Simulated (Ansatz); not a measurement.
# Ge (Fd-3m) in Ansatz: notebook

Aim: see how the results for Ge move with the level of theory and the settings. Levels: revPBE, PBEsol, PBE. Tasks: relaxation of cell and atoms, single point.

Program: Ansatz 0.2.0. These are calculated values, not measurements. Logs are shortened: lines on timing, memory, paths and dates and some standing lists are left out, and cuts for length are marked.

**Measured values to compare with.**

“Electronic and optical properties of SixGe1-x-ySny alloys lattice-matched to Ge”, 2021, arxiv:2109.02782 reports, for a bulk crystal of Ge at 300 K: band gap 0.807 eV (direct).

How close the calculation comes is told below.

### Step 1. The structure

The structure is cubic, space group Fd-3m (No. 227). The conventional cell has a = 5.658 Å, b = 5.658 Å, c = 5.658 Å, α = 90.00°, β = 90.00°, γ = 90.00°. Ge (site symmetry -43m) is surrounded by 4 Ge at 2.45 Å.

### Step 2. Relaxation of cell and atoms, revPBE

The input, input.yaml:

```yaml
crystal:
  lattice:
    - [0.0, 2.82891, 2.82891]
    - [2.82891, 0.0, 2.82891]
    - [2.82891, 2.82891, 0.0]
  atoms:
    - { symbol: Ge, position: [0.75, 0.75, 0.75] }
    - { symbol: Ge, position: [0.5, 0.5, 0.5] }
kpoints:
  mp_grid: { grid: [8, 8, 8] }
scf:
  occupations: { method: fermi_dirac, width: 0.05 }
hamiltonian:
  xc: revpbe
  pseudopotentials: { kind: all_electron, lapw: { basis_error: 0.001 } }
output:
  forces: true
  stress: true
relax:
  f_tol: 0.02
  max_steps: 60
  cell: {}
```

Potentials or basis: all-electron LAPW, scalar-relativistic.

Command:

```console
$ ansatz run input.yaml --threads 1 --pin off --max-ram 3072MiB --backend cpu --events-out ev --progress --plain --runs-dir out
```

The program printed:

```text
Warning: RAYON_NUM_THREADS=1 ignored (pool sized by the plan → 1); use --threads N
The last accepted step is kept in <dir> (removed where the run ends without a failure and the disk answers)
LAPW: plane waves up to 9.463 Å⁻¹, error target 1.0e-3 eV per atom; small_component_spin mean_spin; Ge in spheres of 1.188 Å, 22 of its electrons in bands, Dirac shells [] (how accurate: hamiltonian.pseudopotentials.lapw.basis_error, Limitations)
Engine: ansatz 0.2.0, x86_64-unknown-linux-gnu
Pseudopotentials: kind: all_electron
Pseudopotential: Ge, LAPW, valence charge 22, lapw/all_electron/scalar/gaussian/Ge, Koelling and Harmon's equation, gaussian nucleus
Functional definition: revPBE
  parameter kappa = 1.245
  parameter beta = 0.06672455060314922
  exchange = pbe_x(kappa = kappa, mu = beta*pi^2/3)
  correlation = pbe_c(beta = beta)
Crystal: 2 atoms, lattice volume = 45.278 Å³
Basis set: ecut = 341.1444715066004 eV, 645 PW (Γ), exchange–correlation at level 2
Bands: 27, of which v1, the nominal top of the filled ones, is band 22 counted from 1 (21 counted from 0)
Symmetry: 48 space group operations
Space group: Fd-3m (ITA 227), of the structure as read, at distance tolerance 3.6e-5 Å
k-points: 29 of 512
Non-local potential: Ge, projectors of the file, none
Initial density: superposition of atomic densities (chi_scale 0.1, normalization cell)
Initial wavefunctions: plane waves of lowest kinetic energy (no species holds an atomic orbital)
Functional: x = revpbe(κ = 1.245, μ = 0.2195149727645171), c = pbe(β = 0.06672455060314922)
iter 1 solved again at ethr=9.68e-4 eV; its pass at ethr=1.00e-1 eV (dr2=4.26e-1 eV) is discarded
SCF iter   1: F=—  HF=-114240.781525 eV  |F-HF|=—  |Δ(HF+E_count)|=         —  Δρ=2.94e-2  dr2=4.28e-1  ethr=9.68e-4  ⟨swp⟩=2.1  Hψ=4834  notcnv=0
preconditioner: auto → Kerker (q_TF=auto, 2.715 Å⁻¹)  [metal: Δε(μ)=0.080 eV  Ē_g=24.309 eV  σ=0.050 eV  W_gap=0.34  n_scr=14 (ndim 8)  ℏωp=29.2 eV  f_vac=0.087  D(μ)=0.06/eV (n_scr^D=0)]
SCF iter   2: F=—  HF=-114240.762942 eV  |F-HF|=—  |Δ(HF+E_count)|=   1.86e-2  Δρ=2.09e-2  dr2=2.65e-1  ethr=9.68e-4  ⟨swp⟩=2.0  Hψ=2190  notcnv=0
preconditioner: auto → none  [insulator: Δε(μ)=0.220 eV  Ē_g=24.594 eV  σ=0.050 eV  W_gap=0.55  n_scr=14 (ndim 8)  ℏωp=29.2 eV  f_vac=0.100  D(μ)=0.06/eV (n_scr^D=0)  ε∞_Penn≈2.4]
iter 3 solved again at ethr=9.26e-6 eV; its pass at ethr=6.01e-4 eV (dr2=4.07e-3 eV) is discarded
SCF iter   3: F=—  HF=-114240.760226 eV  |F-HF|=—  |Δ(HF+E_count)|=   2.72e-3  Δρ=3.46e-3  dr2=4.06e-3  ethr=9.26e-6  ⟨swp⟩=2.0  Hψ=3918  notcnv=0
SCF iter   4: F=—  HF=-114240.727658 eV  |F-HF|=—  |Δ(HF+E_count)|=   3.26e-2  Δρ=1.47e-3  dr2=7.45e-4  ethr=9.24e-6  ⟨swp⟩=2.9  Hψ=2309  notcnv=0
SCF iter   5: F=—  HF=-114240.729507 eV  |F-HF|=—  |Δ(HF+E_count)|=         —  Δρ=2.63e-4  dr2=4.17e-5  ethr=1.69e-6  ⟨swp⟩=3.0  Hψ=2423  notcnv=0
the basis was enlarged: its passes take 113.5 KiB over the memory plan, 1 of 1 planned eigensolver slots
SCF iter   6: F=—  HF=-114240.729584 eV  |F-HF|=—  |Δ(HF+E_count)|=   7.65e-5  Δρ=3.03e-5  dr2=5.74e-7  ethr=9.48e-8  ⟨swp⟩=3.0  Hψ=2297  notcnv=0
SCF iter   7: F=-114240.729586 eV  HF=-114240.729586 eV  |F-HF|=4.22e-10  |Δ(HF+E_count)|=   2.62e-6  Δρ=2.58e-6  dr2=1.36e-9  ethr=1.30e-9  ⟨swp⟩=3.0  Hψ=2298  notcnv=0
SCF 1 converged in 7 iterations: F = -114240.729586 eV  dr2 = 1.36e-9
relax step   1: F+E_penalty+E_count = -114240.72958635 eV  Δ(F+E_penalty+E_count) = +0.000e0 eV  max|allowed force component| = 2.891e-19 eV/Å  Δτ_max = 0.0000 Å  P = +4.911 GPa  Ω = 45.278 Å³  (7 SCF iters, accepted)
Crystal: 2 atoms, lattice volume = 47.957 Å³
Basis set: ecut = 328.3164650068112 eV, 645 PW (Γ), exchange–correlation at level 2
Initial density: handed on by an earlier stage of this run
Initial wavefunctions: those handed on with the density
iter 1 solved again at ethr=8.46e-7 eV; its pass at ethr=1.00e-1 eV (dr2=3.72e-4 eV) is discarded
SCF iter   1: F=—  HF=-114240.777343 eV  |F-HF|=—  |Δ(HF+E_count)|=         —  Δρ=6.24e-4  dr2=3.91e-4  ethr=8.46e-7  ⟨swp⟩=3.9  Hψ=4152  notcnv=0
preconditioner: auto → none  [insulator: Δε(μ)=0.310 eV  Ē_g=24.145 eV  σ=0.050 eV  W_gap=0.54  n_scr=14 (ndim 8)  ℏωp=28.4 eV  f_vac=0.206  D(μ)=0.11/eV (n_scr^D=0)  ε∞_Penn≈2.4]
SCF iter   2: F=—  HF=-114240.777533 eV  |F-HF|=—  |Δ(HF+E_count)|=   1.90e-4  Δρ=3.23e-4  dr2=1.03e-4  ethr=8.46e-7  ⟨swp⟩=2.9  Hψ=2220  notcnv=0
iter 3 solved again at ethr=2.17e-9 eV; its pass at ethr=2.33e-7 eV (dr2=9.57e-7 eV) is discarded
SCF iter   3: F=—  HF=-114240.777652 eV  |F-HF|=—  |Δ(HF+E_count)|=   1.19e-4  Δρ=5.09e-5  dr2=9.57e-7  ethr=2.17e-9  ⟨swp⟩=2.0  Hψ=3895  notcnv=0
SCF iter   4: F=—  HF=-114240.777648 eV  |F-HF|=—  |Δ(HF+E_count)|=   4.76e-6  Δρ=2.84e-5  dr2=3.13e-7  ethr=2.17e-9  ⟨swp⟩=3.0  Hψ=2294  notcnv=0
SCF iter   5: F=-114240.777649 eV  HF=-114240.777649 eV  |F-HF|=1.89e-8  |Δ(HF+E_count)|=   1.46e-6  Δρ=2.56e-6  dr2=2.70e-9  ethr=7.11e-10  ⟨swp⟩=3.0  Hψ=2297  notcnv=0
SCF 2 converged in 5 iterations: F = -114240.777649 eV  dr2 = 2.70e-9
relax step   2: F+E_penalty+E_count = -114240.77764904 eV  Δ(F+E_penalty+E_count) = -4.806e-2 eV  max|allowed force component| = 4.698e-18 eV/Å  Δτ_max = 0.0000 Å  P = +1.008 GPa  Ω = 47.957 Å³  (5 SCF iters, accepted)
Crystal: 2 atoms, lattice volume = 48.702 Å³
Basis set: ecut = 324.9617357999115 eV, 645 PW (Γ), exchange–correlation at level 2
iter 1 solved again at ethr=8.25e-8 eV; its pass at ethr=1.00e-1 eV (dr2=3.63e-5 eV) is discarded
SCF iter   1: F=—  HF=-114240.780208 eV  |F-HF|=—  |Δ(HF+E_count)|=         —  Δρ=1.74e-4  dr2=3.18e-5  ethr=8.25e-8  ⟨swp⟩=4.0  Hψ=4169  notcnv=0
preconditioner: auto → none  [insulator: Δε(μ)=0.303 eV  Ē_g=24.074 eV  σ=0.050 eV  W_gap=0.64  n_scr=14 (ndim 8)  ℏωp=28.2 eV  f_vac=0.209  D(μ)=0.13/eV (n_scr^D=0)  ε∞_Penn≈2.4]
SCF iter   2: F=—  HF=-114240.780221 eV  |F-HF|=—  |Δ(HF+E_count)|=   1.28e-5  Δρ=8.76e-5  dr2=7.88e-6  ethr=7.24e-8  ⟨swp⟩=2.8  Hψ=2210  notcnv=0
iter 3 solved again at ethr=1.46e-10 eV; its pass at ethr=1.79e-8 eV (dr2=6.41e-8 eV) is discarded
SCF iter   3: F=—  HF=-114240.780229 eV  |F-HF|=—  |Δ(HF+E_count)|=   8.25e-6  Δρ=1.26e-5  dr2=6.41e-8  ethr=1.46e-10  ⟨swp⟩=2.0  Hψ=3895  notcnv=0
SCF iter   4: F=-114240.780229 eV  HF=-114240.780229 eV  |F-HF|=7.91e-8  |Δ(HF+E_count)|=   1.33e-7  Δρ=7.33e-6  dr2=2.35e-8  ethr=1.46e-10  ⟨swp⟩=3.0  Hψ=2290  notcnv=0
SCF 3 converged in 4 iterations: F = -114240.780229 eV  dr2 = 2.35e-8
relax step   3: F+E_penalty+E_count = -114240.78022923 eV  Δ(F+E_penalty+E_count) = -2.580e-3 eV  max|allowed force component| = 4.662e-18 eV/Å  Δτ_max = 0.0000 Å  P = +0.115 GPa  Ω = 48.702 Å³  (4 SCF iters, accepted)
Crystal: 2 atoms, lattice volume = 48.799 Å³
Basis set: ecut = 324.52896311354885 eV, 645 PW (Γ), exchange–correlation at level 2
iter 1 solved again at ethr=1.70e-9 eV; its pass at ethr=1.00e-1 eV (dr2=7.47e-7 eV) is discarded
SCF iter   1: F=—  HF=-114240.780265 eV  |F-HF|=—  |Δ(HF+E_count)|=         —  Δρ=2.60e-5  dr2=6.87e-7  ethr=1.70e-9  ⟨swp⟩=4.5  Hψ=4257  notcnv=0
preconditioner: auto → none  [insulator: Δε(μ)=0.302 eV  Ē_g=24.065 eV  σ=0.050 eV  W_gap=0.65  n_scr=14 (ndim 8)  ℏωp=28.1 eV  f_vac=0.209  D(μ)=0.13/eV (n_scr^D=0)  ε∞_Penn≈2.4]
SCF iter   2: F=—  HF=-114240.780265 eV  |F-HF|=—  |Δ(HF+E_count)|=   5.38e-7  Δρ=1.40e-5  dr2=1.85e-7  ethr=1.56e-9  ⟨swp⟩=3.0  Hψ=2241  notcnv=0
iter 3 solved again at ethr=2.41e-12 eV; its pass at ethr=4.20e-10 eV (dr2=1.06e-9 eV) is discarded
SCF iter   3: F=-114240.780266 eV  HF=-114240.780266 eV  |F-HF|=4.16e-9  |Δ(HF+E_count)|=   3.12e-7  Δρ=1.40e-6  dr2=1.06e-9  ethr=2.41e-12  ⟨swp⟩=2.0  Hψ=3895  notcnv=0
SCF 4 converged in 3 iterations: F = -114240.780266 eV  dr2 = 1.06e-9
relax step   4: F+E_penalty+E_count = -114240.78026562 eV  Δ(F+E_penalty+E_count) = -3.638e-5 eV  max|allowed force component| = 5.060e-18 eV/Å  Δτ_max = 0.0000 Å  P = +0.004 GPa  Ω = 48.799 Å³  (3 SCF iters, accepted)
iter 1 solved again at ethr=2.41e-12 eV; its pass at ethr=1.00e-1 eV (dr2=1.06e-9 eV) is discarded
SCF iter   1: F=—  HF=-114240.780264 eV  |F-HF|=—  |Δ(HF+E_count)|=         —  Δρ=1.40e-6  dr2=1.06e-9  ethr=2.68e-12 (applied; sched 2.41e-12)  ⟨swp⟩=5.6  Hψ=3837  notcnv=0
preconditioner: auto → none  [insulator: Δε(μ)=0.302 eV  Ē_g=24.065 eV  σ=0.050 eV  W_gap=0.66  n_scr=14 (ndim 8)  ℏωp=28.1 eV  f_vac=0.209  D(μ)=0.13/eV (n_scr^D=0)  ε∞_Penn≈2.4]
SCF iter   2: F=-114240.780264 eV  HF=-114240.780264 eV  |F-HF|=2.46e-9  |Δ(HF+E_count)|=   4.82e-9  Δρ=8.36e-7  dr2=3.83e-10  ethr=2.78e-12 (applied; sched 2.40e-12)  ⟨swp⟩=3.0  Hψ=2295  notcnv=0
SCF 5 converged in 2 iterations: F = -114240.780264 eV  dr2 = 3.83e-10
relax step   5: F+E_penalty+E_count = -114240.78026367 eV  Δ(F+E_penalty+E_count) = +1.946e-6 eV  max|allowed force component| = 4.518e-18 eV/Å  Δτ_max = 0.0000 Å  P = +0.004 GPa  Ω = 48.799 Å³  stress off target by 4.43e-3 GPa  SCF on the basis re-selected at this cell (its energy is not comparable with the rows above)  (2 SCF iters)
basis re-selected at this cell: Δ(F+E_penalty+E_count) = +1.946e-6 eV, ΔP = +0.000 GPa vs the last step (what re-selecting the basis moved, after the strain that the cell walked since its last selection, with what the two solves' SCF thresholds leave and, on support functions, any second-order correction that the steps lacked; it is no measure of the basis error at this ecutwfc). This SCF's stress stands 4.43e-3 GPa from its target on what of the cell is left free (relax.cell.stress_tol is 5.00e-2 GPa) and its largest allowed force component is 4.52e-18 eV/Å (relax.f_tol is 2.00e-2 eV/Å): within both
SCF converged after 2 iterations
Free energy (F): -114240.780264 eV
Harris-Foulkes:  -114240.780264 eV  (|F-HF|=2.46e-9)
Internal energy: -114240.779181 eV  (E = F + TS)
E sigma→0 (E₀):  -114240.779722 eV
Entropy (-TS):   -0.001082 eV (-0.541 meV/atom)
Fermi energy:    8.972843 eV
--- Per-component energies (eV) ---
  E_band       = -2124.739968
  E_kinetic    = 116636.174876
  E_xc         = -4348.362019
  E_electrostatic = -226528.592039  (all electrons and nuclei)
  E_smearing   = -0.001082  (= −TS)
  E_closure    = 0.000000  (closes the sum)
  E_atoms      = -114232.341562  (free atoms, spherical and without spin; not in F)
  Σ components = -114240.780264   (vs F -114240.780264, Δ=0.00e0)
  Basis errors (estimates in eV, not in F): energy 4.0e-4 per atom: plane waves 3.6e-4 (2.1e-4 summed), levels above the bands 1.4e-58, relativity 9.8e-8, radial functions 4.3e-5, core shells 1.3e-11; eigenvalues (radial functions only) 2.0e-7; not estimated: angular momenta, meshes, grids; target (lapw.basis_error) 1.0e-3; muffin-tin radii Ge 1.218 Å
--- Forces (eV/Å), atoms counted from 1 ---
  atom   1  Ge    -0.00000000     0.00000000     0.00000000
  atom   2  Ge     0.00000000    -0.00000000    -0.00000000
  max |Σ_I F_I| component: 5.78e-19 eV/Å
--- Stress (GPa, compression-positive) ---
        0.004428      -0.000000      -0.000000
       -0.000000       0.004428      -0.000000
       -0.000000      -0.000000       0.004428
  P = ⅓ Tr σ = 0.0044 GPa (0.044 kbar)
--- Relaxed structure (4 steps of the walk, 4 accepted, 1 SCFs on fresh bases) ---
  F+E_penalty+E_count = -114240.78026367 eV   max|allowed force component| = 4.518e-18 eV/Å   (the final SCF, on the basis selected at the relaxed cell)
  cell:  # Å, volume = 48.7994 Å³
    - [2.1814561515834235e-34, 2.900424524135016, 2.900424524135016]
    - [2.900424524135016, -1.3120582984706143e-33, 2.900424524135016]
    - [2.900424524135016, 2.900424524135016, -2.012671952993758e-33]
  atoms:
    - { symbol: Ge, position: [0.75, 0.75, 0.75] }
    - { symbol: Ge, position: [0.5, 0.5, 0.5] }
```

It took 7.9 s on 1 thread of AMD EPYC 9R45 (Zen 5), shared host; peak memory 0.36 GiB.

Results:

| Quantity | Value |
| --- | --- |
| Free energy | -114240.7803 eV |
| Relaxed volume | 24.40 Å³/atom |
| Relaxed cell | a = 4.102 Å, b = 4.102 Å, c = 4.102 Å, α = 60.00°, β = 60.00°, γ = 60.00° |
| Space group after relaxing (to 0.05 Å) | Fd-3m (No. 227) |
| Energy gained by relaxing | 25.3 meV/atom |
| Ionic steps | 5 |
| Pressure after relaxing | 0.0 GPa |

Step by step:
| step | energy change (eV) | largest force (eV/Å) | volume (Å³) |
| --- | --- | --- | --- |
| 1 | 0.0000 | 0.0000 | 45.28 |
| 2 | -0.0481 | 0.0000 | 47.96 |
| 3 | -0.0506 | 0.0000 | 48.70 |
| 4 | -0.0507 | 0.0000 | 48.80 |
| 5 | -0.0507 | 0.0000 | 48.80 |

Final structure:
```
CELL_PARAMETERS angstrom
0.00000 2.90042 2.90042
2.90042 0.00000 2.90042
2.90042 2.90042 0.00000
ATOMIC_POSITIONS crystal
Ge 0.75000 0.75000 0.75000
Ge 0.50000 0.50000 0.50000
```

(Part 1 of 2 ends here.)
